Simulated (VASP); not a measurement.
# PtSe2 (P-3m1) in VASP: further runs

One crystal, PtSe2, is run at these levels: PBE+D3(BJ); tasks: relaxation of cell and atoms.

All numbers are computed with VASP 6.6.1; they aren't measurements. Logs are shortened: lines on timing, memory, paths and dates and some standing lists are left out, and cuts for length are marked.

## Step 1: Starting point

It takes space group P-3m1 (No. 164, trigonal). Conventional cell: a = 3.724 Å, b = 3.724 Å, c = 5.062 Å, α = 90.00°, β = 90.00°, γ = 120.00°. Pt (site symmetry -3m) is surrounded by 6 Se at 2.49 Å. Se (site symmetry 3m) has 3 Pt at 2.49 Å as nearest neighbours.

## Step 2: Relaxation of cell and atoms, PBE+D3(BJ)

File INCAR:

```
  PREC = Accurate
  ENCUT = 350
  EDIFF = 1E-7
  ISMEAR = 0
  SIGMA = 0.02
  LREAL = F
  LASPH = T
  NELM = 80
  ALGO = Fast
  ISIF = 3
  LWAVE = F
  LCHARG = F
  GGA = PE
  IVDW = 12
  IBRION = 2
  NSW = 80
  EDIFFG = -0.002
```

File KPOINTS:

```
regular mesh
0
Gamma
  9 9 6
```

File POSCAR:

```
PtSe2
1.0
    3.7240000000      0.0000000000      0.0000000000
   -1.8620000000      3.2250786000      0.0000000000
    0.0000000000      0.0000000000      5.0620000000
Pt Se
1 2
Direct
    0.0000000000      0.0000000000      0.0000000000
    0.3333333300      0.6666666700      0.2500000000
    0.6666666700      0.3333333300      0.7500000000
```

Potentials or basis: VASP PAW PBE potentials, release 64 (Pt, Se).

Started as:

```console
cat potpaw_PBE.64/Pt/POTCAR potpaw_PBE.64/Se/POTCAR > POTCAR
mpirun -np 1 vasp_std > vasp.out
```

OUTCAR:

```text
PREC = Accurate
   ENCUT = 350
   EDIFF = 1E-7
   ISMEAR = 0
   LREAL = F
   LASPH = T
   NELM = 80
   ISIF = 3
   GGA = PE
   IVDW = 12
   IBRION = 2
   NSW = 80
   EDIFFG = -0.002
 IVDW          = 12

 ion  position               nearest neighbor table
   1  0.000  0.000  0.000-   2 2.49   3 2.49   2 2.49   3 2.49   3 2.49   2 2.49
   2  0.333  0.667  0.250-   1 2.49   1 2.49   1 2.49
   3  0.667  0.333  0.750-   1 2.49   1 2.49   1 2.49

  LATTYP: Found a hexagonal cell.
 ALAT       =     3.7240000000
 C/A-ratio  =     1.3592910849

  Lattice vectors:

 A1 = (   3.7240000000,   0.0000000000,   0.0000000000)
 A2 = (  -1.8620000000,   3.2250786000,   0.0000000000)
 A3 = (   0.0000000000,   0.0000000000,   5.0620000000)

Analysis of symmetry for initial positions (statically):
=====================================================================
 Subroutine PRICEL returns:
 Original cell was already a primitive cell.

 Routine SETGRP: Setting up the symmetry group for a
 hexagonal supercell.

 Subroutine GETGRP returns: Found 12 space group operations
 (whereof 12 operations were pure point group operations)
 out of a pool of 24 trial point group operations.

The static configuration has the point symmetry D_3d.

Analysis of symmetry for dynamics (positions and initial velocities):
=====================================================================
 Subroutine PRICEL returns:
 Original cell was already a primitive cell.

 Routine SETGRP: Setting up the symmetry group for a
 hexagonal supercell.

 Subroutine GETGRP returns: Found 12 space group operations
 (whereof 12 operations were pure point group operations)
 out of a pool of 24 trial point group operations.

The dynamic configuration has the point symmetry D_3d.

 Subroutine INISYM returns: Found 12 space group operations
 (whereof 12 operations are pure point group operations),
 and found     1 'primitive' translations

----------------------------------------------------------------------------------------

                                     Primitive cell

  volume of cell :      60.7956

  direct lattice vectors                    reciprocal lattice vectors
     3.724000000  0.000000000  0.000000000     0.268528464  0.155034981  0.000000000
    -1.862000000  3.225078600  0.000000000     0.000000000  0.310069962  0.000000000
     0.000000000  0.000000000  5.062000000     0.000000000  0.000000000  0.197550375

  length of vectors
     3.724000000  3.723999997  5.062000000     0.310069962  0.310069962  0.197550375

  position of ions in fractional coordinates (direct lattice)
     0.000000000  0.000000000  0.000000000
     0.333333330  0.666666670  0.250000000
     0.666666670  0.333333330  0.750000000
[... 93 lines left out ...]
   ISMEAR =     0;   SIGMA  =   0.02  broadening in eV -4-tet -1-fermi 0-gaus
   EFERMI_NEDOS =   21; number of points for ismear=-14 and -15
   IALGO  =     68    algorithm
   IMIX   =      4    mixing-type and parameters
     AMIX     =   0.40;   BMIX     =  1.00
     AMIX_MAG =   1.60;   BMIX_MAG =  1.00
  volume/ion in A,a.u.               =      20.27       136.76
  Fermi-wavevector in a.u.,A,eV,Ry     =   1.166608  2.204570 18.517184  1.360975
  Thomas-Fermi vector in A             =   2.303119
   LORBIT       =      0    0 simple, 1 ext, 2 COOP (PROOUT), +10 PAW based schemes
   GGA     = PE    functional components
   LHFCALC =     F    Hartree Fock is set to
   AEXX    =    0.0000 exact exchange contribution
   IVDW    =    12    specifies the selected vdW correction
   LEPSILON=     F    determine dielectric tensor
   LRPA    =     F    only Hartree local field effects (RPA)
 conjugate gradient relaxation of ions
 non-spin polarized calculation
 RMM-DIIS sequential band-by-band and
 Gauss-broadening in eV      SIGMA  =   0.02
  energy-cutoff  :      350.00
  volume of cell :       60.80
 maximum number of plane-waves:       920
 NGX is ok and might be reduce to    24
   NGX = 11   NGY = 11   NGZ = 15

--------------------------------------- Ionic step        1  -------------------------------------------

 number of electron      22.0000002 magnetization

 Free energy of the ion-electron system (eV)
  ---------------------------------------------------
  ext. energy  EPLUGINS =         0.00000000
  ---------------------------------------------------
  free energy    TOTEN  =       -14.18459440 eV

  energy without entropy =      -14.18443692  energy(sigma->0) =      -14.18451566

------------------------ aborting loop because EDIFF is reached ----------------------------------------

 Edisp (eV)   -1.43094

 E8    (eV) :    -0.6140
[... 108 lines left out ...]
  FREE ENERGIE OF THE ION-ELECTRON SYSTEM (eV)
  ---------------------------------------------------
  free  energy   TOTEN  =       -15.6379124317 eV

  energy  without entropy=      -15.6377729482  energy(sigma->0) =      -15.63784269

[... ionic steps 4 to 17 ...]

--------------------------------------- Ionic step       18  -------------------------------------------

 number of electron      21.9999995 magnetization

------------------------ aborting loop because EDIFF is reached ----------------------------------------
[... 77 lines left out ...]
--------------------------------------- Ionic step       20  -------------------------------------------

 number of electron      21.9999995 magnetization

 Free energy of the ion-electron system (eV)
  ---------------------------------------------------
  ext. energy  EPLUGINS =         0.00000000
  ---------------------------------------------------
  free energy    TOTEN  =       -14.19090773 eV

  energy without entropy =      -14.19061583  energy(sigma->0) =      -14.19076178

 E-fermi :   6.7728     XC(G=0): -10.8429

 val. band max:        6.7252215905   @ k =   0.3333   0.3333   0.0000
 cond. band min:       6.7763104508   @ k =  -0.1111   0.4444   0.1667
 fundamental gap:      0.0510888603
 Fermi energy:         6.7727827090

 k-point     1 :       0.0000    0.0000    0.0000
  band No.  band energies     occupation
      1      -8.9324      2.00000
      2      -5.8139      2.00000
      3      -0.3830      2.00000
      4       0.5244      2.00000
      5       0.5244      2.00000
      6       2.9600      2.00000
      7       2.9600      2.00000
      8       4.2732      2.00000
      9       5.7549      2.00000
     10       5.7549      2.00000
     11       7.5505      0.00000
     12       7.8121      0.00000
     13       7.8121      0.00000
     14      10.1104      0.00000
[... 401 lines left out ...]
      2      -6.3644      2.00000
      3       0.1541      2.00000
      4       0.8263      2.00000
      5       1.1358      2.00000
      6       1.8237      2.00000
      7       2.5609      2.00000
      8       3.4051      2.00000
      9       4.4091      2.00000
     10       4.8254      2.00000
     11       6.2970      2.00000
     12       7.1048      0.00000
     13       8.1480      0.00000
     14      11.4041      0.00000
     15      12.9646      0.00000

 [... further k-points ...]

------------------------ aborting loop because EDIFF is reached ----------------------------------------

 Edisp (eV)   -1.47544

 E8    (eV) :    -0.6339
[... 26 lines left out ...]
  FREE ENERGIE OF THE ION-ELECTRON SYSTEM (eV)
  ---------------------------------------------------
  free  energy   TOTEN  =       -15.6663444413 eV

  energy  without entropy=      -15.6660525433  energy(sigma->0) =      -15.66619849

 reached required accuracy - stopping structural energy minimisation
```

OSZICAR:

```text
N       E                     dE             d eps       ncg     rms          rms(c)
DAV:   1     0.871274219860E+02    0.87127E+02   -0.81605E+03  1996   0.922E+02
DAV:   2    -0.116234869267E+02   -0.98751E+02   -0.96500E+02  2434   0.200E+02
DAV:   3    -0.149537693646E+02   -0.33303E+01   -0.33178E+01  2217   0.401E+01
DAV:   4    -0.149773153223E+02   -0.23546E-01   -0.23543E-01  2357   0.363E+00
[... 199 lines left out ...]
DAV:   1    -0.141909212223E+02   -0.15180E-03   -0.84978E-04  1874   0.210E-01    0.209E-02
RMM:   2    -0.141909105766E+02    0.10646E-04   -0.34636E-05  1860   0.386E-02    0.108E-02
RMM:   3    -0.141909083115E+02    0.22651E-05   -0.65699E-06  1860   0.180E-02    0.528E-03
RMM:   4    -0.141909077411E+02    0.57036E-06   -0.33921E-06  1860   0.101E-02    0.233E-03
RMM:   5    -0.141909077280E+02    0.13194E-07   -0.31439E-07  1355   0.387E-03
  20 F= -.15666344E+02 E0= -.15666198E+02  d E =0.583362E-05
```

It took 4.6 min on 1 thread of Intel Xeon Platinum 8259CL at 2.50GHz (Skylake/Cascade Lake), shared host; peak memory 0.19 GiB.

What came out:

| Quantity | Value |
| --- | --- |
| Free energy | -15.6663 eV |
| Relaxed volume | 19.73 Å³/atom |
| Relaxed cell | a = 3.767 Å, b = 3.767 Å, c = 4.816 Å, α = 90.00°, β = 90.00°, γ = 120.00° |
| Space group after relaxing (to 0.05 Å) | P-3m1 (No. 164) |
| Energy gained by relaxing | 16.9 meV/atom |
| Ionic steps | 20 |
| Pressure after relaxing | 0.0 GPa |
| Band gap on the k mesh | none (metal or under the smearing width) |
| Dispersion energy per atom | -0.492 eV |

Step by step:
```csv
step,energy change (eV),largest force (eV/Å),pressure (GPa),volume (Å³)
1,0.0000,0.6169,3.27,60.80
2,0.0279,0.3597,-5.71,64.51
3,-0.0224,0.1965,-0.66,62.23
4,-0.0287,0.1615,-0.57,61.81
5,-0.0426,0.0508,-0.21,60.54
6,-0.0390,0.2214,1.07,58.04
7,-0.0470,0.0222,0.23,59.62
8,-0.0472,0.0465,0.33,59.40
9,-0.0487,0.1428,-1.08,59.53
10,-0.0494,0.1064,-0.57,59.49
11,-0.0497,0.0557,0.61,58.76
12,-0.0507,0.0195,0.05,59.10
13,-0.0507,0.0211,0.03,59.11
14,-0.0508,0.0147,-0.02,59.16
15,-0.0508,0.0089,-0.07,59.21
16,-0.0508,0.0122,0.09,59.17
17,-0.0508,0.0024,0.01,59.19
18,-0.0508,0.0009,0.00,59.19
19,-0.0508,0.0002,0.01,59.20
20,-0.0508,0.0012,0.01,59.20
```

Final structure:
```xyz
3
Lattice="3.7674 0.0000 0.0000 -1.8837 3.2627 0.0000 0.0000 0.0000 4.8164" Properties=species:S:1:pos:R:3 pbc="T T T"
Pt    0.0000    0.0000    0.0000
Se    0.0000    2.1751    1.2827
Se    1.8837    1.0876    3.5337
```

Caveat: pairwise dispersion overbinds metals, which lowers pressure and volume. Spin-orbit coupling is left out, which matters for the levels of Pt.

## Step 3: Relaxation of cell and atoms, PBE+D3(BJ)

This run uses another cell than the first one, of 19.73 Å³/atom, 0.974 times its volume.

INCAR is that of step 2.

KPOINTS is that of step 2.

File POSCAR:

```
PtSe2                                   
1.0
    3.7674028164      0.0000000000      0.0000000000
   -1.8837014082      3.2626665415     -0.0000000000
   -0.0000000000     -0.0000000000      4.8163570833
  Pt              Se            
     1     2
Direct
     0.0000000000000000    0.0000000000000000    0.0000000000000000
     0.3333333300000021    0.6666666699999979    0.2663124703113873
     0.6666666699999979    0.3333333300000021    0.7336875296886127
```

Potentials or basis: VASP PAW PBE potentials, release 64 (Pt, Se).

Started as:

```console
cat potpaw_PBE.64/Pt/POTCAR potpaw_PBE.64/Se/POTCAR > POTCAR
mpirun -np 1 vasp_std > vasp.out
```

OUTCAR:

```text
PREC = Accurate
   ENCUT = 350
   EDIFF = 1E-7
   ISMEAR = 0
   LREAL = F
   LASPH = T
   NELM = 80
   ISIF = 3
   GGA = PE
   IVDW = 12
   IBRION = 2
   NSW = 80
   EDIFFG = -0.002
 IVDW          = 12

 ion  position               nearest neighbor table
   1  0.000  0.000  0.000-   2 2.53   3 2.53   2 2.53   3 2.53   3 2.53   2 2.53
   2  0.333  0.667  0.266-   1 2.53   1 2.53   1 2.53
   3  0.667  0.333  0.734-   1 2.53   1 2.53   1 2.53

  LATTYP: Found a hexagonal cell.
 ALAT       =     3.7674028164
 C/A-ratio  =     1.2784290181

  Lattice vectors:

 A1 = (   3.7674028164,   0.0000000000,   0.0000000000)
 A2 = (  -1.8837014082,   3.2626665415,   0.0000000000)
 A3 = (   0.0000000000,   0.0000000000,   4.8163570833)

Analysis of symmetry for initial positions (statically):
=====================================================================
 Subroutine PRICEL returns:
 Original cell was already a primitive cell.

 Routine SETGRP: Setting up the symmetry group for a
 hexagonal supercell.

 Subroutine GETGRP returns: Found 12 space group operations
 (whereof 12 operations were pure point group operations)
 out of a pool of 24 trial point group operations.

The static configuration has the point symmetry D_3d.

Analysis of symmetry for dynamics (positions and initial velocities):
=====================================================================
 Subroutine PRICEL returns:
 Original cell was already a primitive cell.
[... 160 lines left out ...]
  free energy    TOTEN  =       -14.18945527 eV

  energy without entropy =      -14.18916329  energy(sigma->0) =      -14.18930928

------------------------ aborting loop because EDIFF is reached ----------------------------------------

 Edisp (eV)   -1.47544

 E8    (eV) :    -0.6339
[... 237 lines left out ...]
--------------------------------------- Ionic step        7  -------------------------------------------

 number of electron      22.0000004 magnetization

 Free energy of the ion-electron system (eV)
  ---------------------------------------------------
  ext. energy  EPLUGINS =         0.00000000
  ---------------------------------------------------
  free energy    TOTEN  =       -14.18870236 eV

  energy without entropy =      -14.18841478  energy(sigma->0) =      -14.18855857

 E-fermi :   6.7778     XC(G=0): -10.8460

 val. band max:        6.7319893810   @ k =   0.3333   0.3333   0.0000
 cond. band min:       6.7811298724   @ k =  -0.1111   0.4444   0.1667
 fundamental gap:      0.0491404913
 Fermi energy:         6.7777838682

 k-point     1 :       0.0000    0.0000    0.0000
  band No.  band energies     occupation
      1      -8.9304      2.00000
      2      -5.8031      2.00000
      3      -0.3762      2.00000
      4       0.5269      2.00000
      5       0.5269      2.00000
      6       2.9664      2.00000
      7       2.9664      2.00000
      8       4.2825      2.00000
      9       5.7584      2.00000
     10       5.7584      2.00000
     11       7.5601      0.00000
     12       7.8139      0.00000
     13       7.8139      0.00000
     14      10.1096      0.00000
[... 401 lines left out ...]
      2      -6.3573      2.00000
      3       0.1580      2.00000
      4       0.8310      2.00000
      5       1.1387      2.00000
      6       1.8322      2.00000
      7       2.5676      2.00000
      8       3.4111      2.00000
      9       4.4125      2.00000
     10       4.8321      2.00000
     11       6.3019      2.00000
     12       7.1123      0.00000
     13       8.1528      0.00000
     14      11.4090      0.00000
     15      12.9681      0.00000

 [... further k-points ...]

------------------------ aborting loop because EDIFF is reached ----------------------------------------

 Edisp (eV)   -1.47621

 E8    (eV) :    -0.6343
[... 26 lines left out ...]
  FREE ENERGIE OF THE ION-ELECTRON SYSTEM (eV)
  ---------------------------------------------------
  free  energy   TOTEN  =       -15.6649164332 eV

  energy  without entropy=      -15.6646288518  energy(sigma->0) =      -15.66477264

 reached required accuracy - stopping structural energy minimisation
```

OSZICAR:

```text
N       E                     dE             d eps       ncg     rms          rms(c)
DAV:   1     0.843240078664E+02    0.84324E+02   -0.82616E+03  1980   0.928E+02
[... 49 lines left out ...]
   6 F= -.15664914E+02 E0= -.15664770E+02  d E =-.951279E-06
       N       E                     dE             d eps       ncg     rms          rms(c)
DAV:   1    -0.141887096274E+02    0.33832E-03   -0.34960E-04  1888   0.143E-01    0.174E-02
RMM:   2    -0.141887037631E+02    0.58643E-05   -0.32577E-05  1860   0.433E-02    0.899E-03
RMM:   3    -0.141887025241E+02    0.12390E-05   -0.33687E-06  1860   0.138E-02    0.372E-03
RMM:   4    -0.141887023076E+02    0.21655E-06   -0.16813E-06  1860   0.812E-03    0.156E-03
RMM:   5    -0.141887023565E+02   -0.48969E-07   -0.14511E-07  1147   0.262E-03
   7 F= -.15664916E+02 E0= -.15664773E+02  d E =-.234401E-05
```

Run time: 74 s. Hardware: 1 thread of Intel Xeon Platinum 8259CL at 2.50GHz (Skylake/Cascade Lake), shared host; peak memory 0.17 GiB.

What came out:

- Free energy: -15.6649 eV
- Relaxed volume: 19.72 Å³/atom
- Relaxed cell: a = 3.769 Å, b = 3.769 Å, c = 4.811 Å, α = 90.00°, β = 90.00°, γ = 120.00°
- Space group after relaxing (to 0.05 Å): P-3m1 (No. 164)
- Energy gained by relaxing: 0.0 meV/atom
- Ionic steps: 7
- Pressure after relaxing: 0.0 GPa
- Band gap on the k mesh: none (metal or under the smearing width)
- Dispersion energy per atom: -0.492 eV

Final structure:
```
Pt Se
1.0
     3.76861    0.00000    0.00000
    -1.88430    3.26371    0.00000
     0.00000    0.00000    4.81091
Pt Se
1 2
Direct
  0.00000 0.00000 0.00000
  0.33333 0.66667 0.26637
  0.66667 0.33333 0.73363
```

Caveat: pairwise dispersion overbinds metals, which lowers pressure and volume.
